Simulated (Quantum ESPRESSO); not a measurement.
# Sn (Fd-3m) in Quantum ESPRESSO: band structure with PBEsol

Aim: the band structure of Sn with PBEsol.

Program: Quantum ESPRESSO 7.5. These are calculated values, not measurements. Logs are shortened: lines on timing, memory, paths and dates and some standing lists are left out, and cuts for length are marked.

## (1) The structure

Symmetry: Fd-3m, No. 227, cubic system. Conventional cell: a = 6.467 Å, b = 6.467 Å, c = 6.467 Å, α = 90.00°, β = 90.00°, γ = 90.00°. Sn (site symmetry -43m) is surrounded by 4 Sn at 2.80 Å.

This isn't the form of Sn at room conditions, which is tetragonal (white tin).

## (2) Band structure, PBEsol

pw.in reads:

```
&CONTROL
  calculation = 'scf'
  prefix = 'pwscf'
  outdir = './tmp'
  pseudo_dir = './pseudo'
  tprnfor = .true.
  tstress = .true.
  disk_io = 'low'
/
&SYSTEM
  ibrav = 0
  nat = 2
  ntyp = 1
  ecutwfc = 68
  ecutrho = 544
  nbnd = 21
  occupations = 'smearing'
  smearing = 'fd'
  degauss = 0.00367493
/
&ELECTRONS
  conv_thr = 4d-10
  electron_maxstep = 120
  mixing_beta = 0.5
/
ATOMIC_SPECIES
Sn   118.7100 sn_pbesol_v1.4.uspp.F.UPF
CELL_PARAMETERS angstrom
   0.0000000000    3.2333428000    3.2333428000
   3.2333428000    0.0000000000    3.2333428000
   3.2333428000    3.2333428000    0.0000000000
ATOMIC_POSITIONS crystal
Sn     0.7500000000    0.7500000000    0.7500000000
Sn     0.5000000000    0.5000000000    0.5000000000
K_POINTS automatic
7 7 7 0 0 0
```

bands.in reads:

```
&CONTROL
  calculation = 'bands'
  prefix = 'pwscf'
  outdir = './tmp'
  pseudo_dir = './pseudo'
  disk_io = 'low'
  verbosity = 'high'
/
&SYSTEM
  ibrav = 0
  nat = 2
  ntyp = 1
  ecutwfc = 68
  ecutrho = 544
  nbnd = 21
  occupations = 'smearing'
  smearing = 'fd'
  degauss = 0.00367493
/
&ELECTRONS
  conv_thr = 1d-08
  electron_maxstep = 120
  mixing_beta = 0.5
  diago_full_acc = .true.
  startingwfc = 'random'
/
ATOMIC_SPECIES
Sn   118.7100 sn_pbesol_v1.4.uspp.F.UPF
CELL_PARAMETERS angstrom
   0.0000000000    3.2333428000    3.2333428000
   3.2333428000    0.0000000000    3.2333428000
   3.2333428000    3.2333428000    0.0000000000
ATOMIC_POSITIONS crystal
Sn     0.7500000000    0.7500000000    0.7500000000
Sn     0.5000000000    0.5000000000    0.5000000000
K_POINTS crystal
60
 0.0000000000  0.0000000000  0.0000000000 1
 0.0625000000  0.0000000000  0.0625000000 1
 0.1250000000  0.0000000000  0.1250000000 1
 0.1875000000  0.0000000000  0.1875000000 1
 0.2500000000  0.0000000000  0.2500000000 1
 0.3125000000  0.0000000000  0.3125000000 1
 0.3750000000  0.0000000000  0.3750000000 1
 0.4375000000  0.0000000000  0.4375000000 1
 0.5000000000  0.0000000000  0.5000000000 1
 0.5000000000  0.0625000000  0.5625000000 1
 0.5000000000  0.1250000000  0.6250000000 1
 0.5000000000  0.1875000000  0.6875000000 1
 0.5000000000  0.2500000000  0.7500000000 1
 0.4375000000  0.3125000000  0.7500000000 1
 0.3750000000  0.3750000000  0.7500000000 1
 0.3375000000  0.3375000000  0.6750000000 1
 0.3000000000  0.3000000000  0.6000000000 1
 0.2625000000  0.2625000000  0.5250000000 1
 0.2250000000  0.2250000000  0.4500000000 1
 0.1875000000  0.1875000000  0.3750000000 1
 0.1500000000  0.1500000000  0.3000000000 1
 0.1125000000  0.1125000000  0.2250000000 1
 0.0750000000  0.0750000000  0.1500000000 1
 0.0375000000  0.0375000000  0.0750000000 1
 0.0000000000  0.0000000000  0.0000000000 1
 0.0625000000  0.0625000000  0.0625000000 1
 0.1250000000  0.1250000000  0.1250000000 1
 0.1875000000  0.1875000000  0.1875000000 1
 0.2500000000  0.2500000000  0.2500000000 1
 0.3125000000  0.3125000000  0.3125000000 1
 0.3750000000  0.3750000000  0.3750000000 1
 0.4375000000  0.4375000000  0.4375000000 1
 0.5000000000  0.5000000000  0.5000000000 1
 0.5250000000  0.4500000000  0.5250000000 1
 0.5500000000  0.4000000000  0.5500000000 1
 0.5750000000  0.3500000000  0.5750000000 1
 0.6000000000  0.3000000000  0.6000000000 1
 0.6250000000  0.2500000000  0.6250000000 1
 0.5833333333  0.2500000000  0.6666666667 1
 0.5416666667  0.2500000000  0.7083333333 1
 0.5000000000  0.2500000000  0.7500000000 1
 0.5000000000  0.2857142857  0.7142857143 1
 0.5000000000  0.3214285714  0.6785714286 1
 0.5000000000  0.3571428571  0.6428571429 1
 0.5000000000  0.3928571429  0.6071428571 1
 0.5000000000  0.4285714286  0.5714285714 1
 0.5000000000  0.4642857143  0.5357142857 1
 0.5000000000  0.5000000000  0.5000000000 1
 0.4821428571  0.4821428571  0.5357142857 1
 0.4642857143  0.4642857143  0.5714285714 1
 0.4464285714  0.4464285714  0.6071428571 1
 0.4285714286  0.4285714286  0.6428571429 1
 0.4107142857  0.4107142857  0.6785714286 1
 0.3928571429  0.3928571429  0.7142857143 1
 0.3750000000  0.3750000000  0.7500000000 1
 0.6250000000  0.2500000000  0.6250000000 1
 0.5937500000  0.1875000000  0.5937500000 1
 0.5625000000  0.1250000000  0.5625000000 1
 0.5312500000  0.0625000000  0.5312500000 1
 0.5000000000  0.0000000000  0.5000000000 1
```

Potentials or basis: GBRV 1.5 PBEsol.

Launch:

```bash
$ OMP_NUM_THREADS=1 mpirun -n 2 pw.x -nk 2 -in pw.in > pw.out
$ OMP_NUM_THREADS=1 mpirun -n 2 pw.x -nk 2 -in bands.in > bands.out
```

pw.out:

```text
This program is part of the open-source Quantum ESPRESSO suite
     for quantum simulation of materials; please cite
[... 13 lines left out ...]
     --------------------
     sticks:   dense  smooth     PW     G-vecs:    dense   smooth      PW
     Sum        2791    1393    409                97733    34621    5329

     Using Slab Decomposition

     bravais-lattice index     =            0
     lattice parameter (alat)  =       8.6410  a.u.
     unit-cell volume          =     456.2279 (a.u.)^3
     number of atoms/cell      =            2
     number of atomic types    =            1
     number of electrons       =        28.00
     number of Kohn-Sham states=           21
     kinetic-energy cutoff     =      68.0000  Ry
     charge density cutoff     =     544.0000  Ry
     scf convergence threshold =      4.0E-10
     mixing beta               =       0.5000
     number of iterations used =            8  plain     mixing
     Exchange-correlation= SLA  PW   PSX  PSC
                           (   1   4  10   8   0   0   0)

     celldm(1)=   8.641032  celldm(2)=   0.000000  celldm(3)=   0.000000
     celldm(4)=   0.000000  celldm(5)=   0.000000  celldm(6)=   0.000000

     crystal axes: (cart. coord. in units of alat)
               a(1) = (   0.000000   0.707107   0.707107 )
               a(2) = (   0.707107   0.000000   0.707107 )
               a(3) = (   0.707107   0.707107   0.000000 )

     reciprocal axes: (cart. coord. in units 2 pi/alat)
               b(1) = ( -0.707107  0.707107  0.707107 )
               b(2) = (  0.707107 -0.707107  0.707107 )
               b(3) = (  0.707107  0.707107 -0.707107 )

     PseudoPot. # 1 for Sn read from file:
     sn_pbesol_v1.4.uspp.F.UPF
     Pseudo is Ultrasoft + core correction, Zval = 14.0
     Generated by new atomic code, or converted to UPF format
     Using radial grid of  891 points,  6 beta functions with:
                l(1) =   0
                l(2) =   0
                l(3) =   1
                l(4) =   1
                l(5) =   2
                l(6) =   2
     Q(r) pseudized with  8 coefficients,  rinner =    1.350   1.350   1.350
                                                       1.350   1.350

     atomic species   valence    mass     pseudopotential
     Sn               14.00   118.71000     Sn( 1.00)

     48 Sym. Ops., with inversion, found (24 have fractional translation)

   Cartesian axes

     site n.     atom                  positions (alat units)
         1        Sn     tau(   1) = (   1.0606602   1.0606602   1.0606602  )
         2        Sn     tau(   2) = (   0.7071068   0.7071068   0.7071068  )

     number of k points=    20  Fermi-Dirac smearing, width (Ry)=  0.0037
                       cart. coord. in units 2pi/alat
        k(    1) = (   0.0000000   0.0000000   0.0000000), wk =   0.0058309
        k(    2) = (   0.1010153   0.1010153  -0.1010153), wk =   0.0466472
        k(    3) = (   0.2020305   0.2020305  -0.2020305), wk =   0.0466472
        k(    4) = (   0.3030458   0.3030458  -0.3030458), wk =   0.0466472
        k(    5) = (   0.2020305  -0.0000000   0.0000000), wk =   0.0349854
        k(    6) = (   0.3030458   0.1010153  -0.1010153), wk =   0.1399417
[... 12 lines left out ...]
        k(   19) = (  -0.1010153  -0.5050763   0.7071068), wk =   0.1399417
        k(   20) = (  -0.0000000  -0.4040610   0.6060915), wk =   0.1399417

     Dense  grid:    97733 G-vectors     FFT dimensions: (  72,  72,  72)

     Smooth grid:    34621 G-vectors     FFT dimensions: (  48,  48,  48)

     Initial potential from superposition of free atoms

     starting charge      25.9999, renormalised to      28.0000
     Starting wfcs are   18 randomized atomic wfcs +    3 random wfcs

     Self-consistent Calculation

     iteration #  1     ecut=    68.00 Ry     beta= 0.50
     Davidson diagonalization with overlap
     ethr =  1.00E-02,  avg # of iterations =  7.9

     total energy              =    -317.26537567 Ry
     estimated scf accuracy    <       2.40917355 Ry

     iteration #  2     ecut=    68.00 Ry     beta= 0.50
     Davidson diagonalization with overlap
     ethr =  8.60E-03,  avg # of iterations =  2.0

     total energy              =    -317.83036827 Ry
     estimated scf accuracy    <       0.01916034 Ry

     iteration #  3     ecut=    68.00 Ry     beta= 0.50
     Davidson diagonalization with overlap
     ethr =  6.84E-05,  avg # of iterations =  6.5
[... 64 lines left out ...]
     total energy              =    -317.83509547 Ry
     estimated scf accuracy    <          5.5E-09 Ry

     iteration # 13     ecut=    68.00 Ry     beta= 0.50
     Davidson diagonalization with overlap
     ethr =  1.22E-11,  avg # of iterations =  2.0

     total energy              =    -317.83509547 Ry
     estimated scf accuracy    <          4.8E-10 Ry

     iteration # 14     ecut=    68.00 Ry     beta= 0.50
     Davidson diagonalization with overlap
     ethr =  1.70E-12,  avg # of iterations =  2.8

     End of self-consistent calculation

          k = 0.0000 0.0000 0.0000 (  4285 PWs)   bands (ev):

   -13.8273 -13.8273 -13.8273 -13.7656 -13.7656 -13.4460 -13.4460 -13.4460
   -13.4359 -13.4359  -2.8690   7.2106   7.9202   7.9202   7.9202   9.9872
     9.9872   9.9872  12.7212  15.8197  15.8200

          k = 0.1010 0.1010-0.1010 (  4348 PWs)   bands (ev):

   -13.8409 -13.8409 -13.8224 -13.7463 -13.7463 -13.4722 -13.4722 -13.4524
   -13.4134 -13.4134  -2.6700   5.3776   7.5617   7.5617   8.4153  10.4451
    10.4451  10.8843  13.6781  14.8169  14.8169

          k = 0.2020 0.2020-0.2020 (  4317 PWs)   bands (ev):

   -13.8568 -13.8568 -13.8107 -13.7186 -13.7186 -13.4960 -13.4960 -13.4670
   -13.3960 -13.3960  -2.1037   3.2726   7.0389   7.0389   8.0746  10.9801
    10.9801  12.8596  13.9314  14.8391  14.8391

          k = 0.3030 0.3030-0.3030 (  4335 PWs)   bands (ev):

   -13.8638 -13.8638 -13.8010 -13.7046 -13.7046 -13.5063 -13.5063 -13.4793
   -13.3885 -13.3885  -1.3796   1.7318   6.7367   6.7367   7.8241  11.0566
    11.0566  13.4264  15.2913  16.1276  16.1276

          k = 0.2020-0.0000 0.0000 (  4324 PWs)   bands (ev):

   -13.8386 -13.8386 -13.8361 -13.7489 -13.7249 -13.5111 -13.4519 -13.4298
   -13.4298 -13.4091  -2.6020   5.2875   7.0320   7.0320   9.3339   9.6239
    11.2026  11.2026  13.7088  13.9895  16.0515

          k = 0.3030 0.1010-0.1010 (  4320 PWs)   bands (ev):

   -13.8631 -13.8527 -13.8163 -13.7244 -13.6915 -13.5462 -13.4792 -13.4434
   -13.4069 -13.3890  -2.1495   3.7037   6.3453   6.5231   9.3494  10.0309
    11.9303  11.9540  14.0990  15.1409  15.8382

          k = 0.4041 0.2020-0.2020 (  4330 PWs)   bands (ev):

   -13.8808 -13.8647 -13.7877 -13.6990 -13.6771 -13.5545 -13.5068 -13.4770
   -13.3888 -13.3700  -1.4234   2.0764   5.7060   6.3142   9.0822  10.7280
    11.9319  12.6588  14.9447  16.2441  16.7398

          k =-0.2020-0.4041 0.4041 (  4340 PWs)   bands (ev):

   -13.8846 -13.8712 -13.7715 -13.6904 -13.6819 -13.5298 -13.5286 -13.5010
   -13.3786 -13.3668  -1.0583   1.4734   5.3840   6.4592   8.9675  10.9558
    11.6208  13.9285  15.1969  15.7176  15.8560

          k =-0.1010-0.3030 0.3030 (  4315 PWs)   bands (ev):

   -13.8734 -13.8701 -13.7837 -13.7125 -13.6851 -13.5318 -13.5043 -13.4865
   -13.3824 -13.3784  -1.6853   2.5778   5.4811   6.9114   9.0766  11.2068
    11.2255  12.7478  14.3293  14.9836  17.0065

          k =-0.0000-0.2020 0.2020 (  4345 PWs)   bands (ev):

   -13.8586 -13.8515 -13.8112 -13.7336 -13.7142 -13.5079 -13.4895 -13.4460
   -13.4126 -13.3904  -2.3446   4.2085   6.1845   7.4696   9.1040  10.5898
    10.7350  11.9282  14.0222  14.7584  14.9494

          k = 0.4041-0.0000 0.0000 (  4316 PWs)   bands (ev):

   -13.8614 -13.8614 -13.8246 -13.7023 -13.6451 -13.6037 -13.4968 -13.4222
   -13.3956 -13.3956  -1.8118   3.1347   5.9783   5.9783   8.6126   9.8074
    13.1939  13.1939  13.9865  16.4066  16.7515

          k = 0.5051 0.1010-0.1010 (  4315 PWs)   bands (ev):

   -13.8839 -13.8717 -13.7874 -13.6711 -13.6374 -13.6120 -13.5292 -13.4654
   -13.3794 -13.3662  -1.1424   1.9633   5.2099   5.7308   8.8809   9.9780
    12.9729  13.6250  16.2777  16.8745  17.4454

          k =-0.1010-0.5051 0.5051 (  4321 PWs)   bands (ev):

   -13.9014 -13.8783 -13.7489 -13.6431 -13.6324 -13.6126 -13.5620 -13.5065
   -13.3693 -13.3467  -0.5173   1.1247   4.4962   5.8602   9.0080  11.7126
    12.6847  13.1965  14.9949  16.0211  17.5485

          k = 0.0000-0.4041 0.4041 (  4309 PWs)   bands (ev):

   -13.8976 -13.8786 -13.7476 -13.6785 -13.6466 -13.5651 -13.5558 -13.5122
   -13.3686 -13.3527  -0.9797   1.6987   4.4662   6.3264   9.2742  12.3305
    12.3493  12.5813  14.5041  14.5705  17.9003

          k = 0.6061-0.0000 0.0000 (  4308 PWs)   bands (ev):

   -13.8777 -13.8777 -13.7772 -13.6990 -13.6355 -13.5622 -13.5557 -13.4755
   -13.3700 -13.3700  -0.5359   1.1510   5.4024   5.4024   8.4341   8.8831
    15.1463  15.1463  16.1178  17.8291  17.9312

          k =-0.0000-0.6061 0.6061 (  4314 PWs)   bands (ev):

   -13.8927 -13.8803 -13.7404 -13.7064 -13.6045 -13.5951 -13.5462 -13.5137
   -13.3661 -13.3541   0.1423   0.4221   4.8126   5.4504   8.6801   9.6333
    14.6104  14.8535  15.7929  16.8998  18.1210

          k = 0.4041 0.2020 0.0000 (  4316 PWs)   bands (ev):

   -13.8758 -13.8741 -13.7866 -13.7006 -13.6558 -13.5829 -13.5035 -13.4734
   -13.3790 -13.3755  -1.5916   2.6355   5.2344   6.2587   9.9511  10.1041
    11.6277  12.9535  14.8428  16.1090  16.8185

          k =-0.2020-0.4041 0.6061 (  4325 PWs)   bands (ev):

   -13.8954 -13.8806 -13.7495 -13.6733 -13.6406 -13.5922 -13.5388 -13.5103
   -13.3680 -13.3539  -0.8528   1.4965   4.7178   5.8537   9.9437  10.7825
    12.1572  13.3430  14.8089  16.2569  16.9259

          k =-0.1010-0.5051 0.7071 (  4304 PWs)   bands (ev):

   -13.8910 -13.8886 -13.7416 -13.6692 -13.6381 -13.5795 -13.5654 -13.5113
   -13.3589 -13.3568  -0.4107   1.0597   4.8558   5.1937   9.6738   9.9233
    12.7416  14.4413  16.0672  16.8516  18.1445

          k =-0.0000-0.4041 0.6061 (  4318 PWs)   bands (ev):

   -13.9026 -13.8895 -13.7168 -13.6466 -13.6273 -13.5939 -13.5879 -13.5333
   -13.3574 -13.3446  -0.1295   0.7723   4.4334   5.2630  10.0132  11.7620
    12.3572  12.3600  15.5773  16.5799  18.3549

     the Fermi energy is     7.7723 ev

!    total energy              =    -317.83509547 Ry
     estimated scf accuracy    <          8.9E-11 Ry
     smearing contrib. (-TS)   =      -0.00014450 Ry
     internal energy E=F+TS    =    -317.83495097 Ry

     The total energy is F=E-TS. E is the sum of the following terms:
     one-electron contribution =    -154.38938272 Ry
     hartree contribution      =      94.48474103 Ry
     xc contribution           =     -85.13332967 Ry
     ewald contribution        =    -172.79697961 Ry

     convergence has been achieved in  14 iterations

     Forces acting on atoms (cartesian axes, Ry/au):

     atom    1 type  1   force =    -0.00000000   -0.00000000   -0.00000000
     atom    2 type  1   force =     0.00000000    0.00000000    0.00000000

     Total force =     0.000000     Total SCF correction =     0.000000

     Computing stress (Cartesian axis) and pressure

          total   stress  (Ry/bohr**3)                   (kbar)     P=       12.89
   0.00008764   0.00000000   0.00000000           12.89        0.00        0.00
   0.00000000   0.00008764   0.00000000            0.00       12.89        0.00
   0.00000000   0.00000000   0.00008764            0.00        0.00       12.89

=------------------------------------------------------------------------------=
   JOB DONE.
=------------------------------------------------------------------------------=
```

Wall time 86 s (2 MPI ranks of AMD EPYC 7R43 (Zen 3), shared host); peak memory 0.5 GiB.

Results:

```yaml
Free_energy: -4324.3668 eV
Pressure: 1.3 GPa
Band_gap_on_the_k_mesh: none (metal or under the smearing width)
```

Levels at the corners of the path, in eV from the Fermi level:
```tsv
point	band 10	band 11	band 12	band 13	band 14	band 15	band 16	band 17	band 18	band 19
Γ	-21.21	-10.64	-0.56	0.15	0.15	0.15	2.21	2.21	2.21	4.95
X	-21.14	-7.51	-7.51	-2.44	-2.44	0.81	0.81	7.85	7.85	9.39
W	-21.12	-7.45	-7.45	-3.05	-3.05	3.49	3.49	4.05	4.05	9.17
K	-21.12	-7.92	-7.02	-3.38	-2.08	1.10	3.41	5.84	6.11	6.82
Γ	-21.21	-10.64	-0.56	0.15	0.15	0.15	2.21	2.21	2.21	4.95
L	-21.16	-8.99	-6.30	-1.07	-1.07	0.02	3.28	3.28	5.60	8.53
U	-21.12	-7.92	-7.02	-3.38	-2.08	1.10	3.41	5.84	6.11	6.82
W	-21.12	-7.45	-7.45	-3.05	-3.05	3.49	3.49	4.05	4.05	9.17
L	-21.16	-8.99	-6.30	-1.07	-1.07	0.02	3.28	3.28	5.60	8.53
K	-21.12	-7.92	-7.02	-3.38	-2.08	1.10	3.41	5.84	6.11	6.82
U	-21.12	-7.92	-7.02	-3.38	-2.08	1.10	3.41	5.84	6.11	6.82
X	-21.14	-7.51	-7.51	-2.44	-2.44	0.81	0.81	7.85	7.85	9.39
```

Caveat: spin-orbit coupling is left out, which moves the levels of the heavy elements.
